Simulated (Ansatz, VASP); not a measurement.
## SiO2: VASP beside Ansatz

```
Si O
1.0
     4.06667    0.00000    0.00000
     0.00000    4.06667    0.00000
     0.00000    0.00000    2.47524
Si O
2 4
Direct
  0.50000 0.50000 0.50000
  0.00000 0.00000 0.00000
  0.69302 0.69302 0.00000
  0.19302 0.80698 0.50000
  0.30698 0.30698 0.00000
  0.80698 0.19302 0.50000
```

Change from the starting cell: strain -0.040 along x and y, -0.080 along z, atoms carried along.

Alike in both runs: task single point; functional PBE; k mesh 6 × 6 × 8; occupations gaussian, width 0.05 eV; no spin polarisation.

|  | VASP | Ansatz |
| --- | --- | --- |
| version | VASP 6.6.1 | Ansatz 0.2.0 |
| potentials or method | VASP PAW PBE potentials, release 64 (Si, O) | scalar-relativistic, plane waves, PAW |
| plane-wave cutoff (eV) | 520 | 420 |
| valence electrons in the cell | 32 | 32 |

Ansatz gave:

```
gap on the k mesh at the Fermi level (eV)       : 8.01
least direct gap on the mesh (eV)               : 8.01
pressure (GPa)                                  : 72.8
largest component of the traceless stress (GPa) : 29.88
rms of the force components (eV/Å)              : 0.656
```

Task: What did VASP give for the same quantities?

Result: gap on the k mesh at the Fermi level (eV): 7.99; least direct gap on the mesh (eV): 7.99; pressure (GPa): 73.5; largest component of the traceless stress (GPa): 30.86; rms of the force components (eV/Å): 0.683.

Atom by atom the forces differ by 0.026 eV/Å (rms over components). With one functional, cell and mesh, what is left measures potentials, basis and numerics.

Caveats: the cell as given lies far from equilibrium; so large a pressure means that the cell lies far from this level's equilibrium, or that cutoff or potentials fall short (VASP); forces of over 1 eV/Å show positions far from the minimum, so gaps and moduli don't describe the material at rest. A k mesh can miss the band edges.
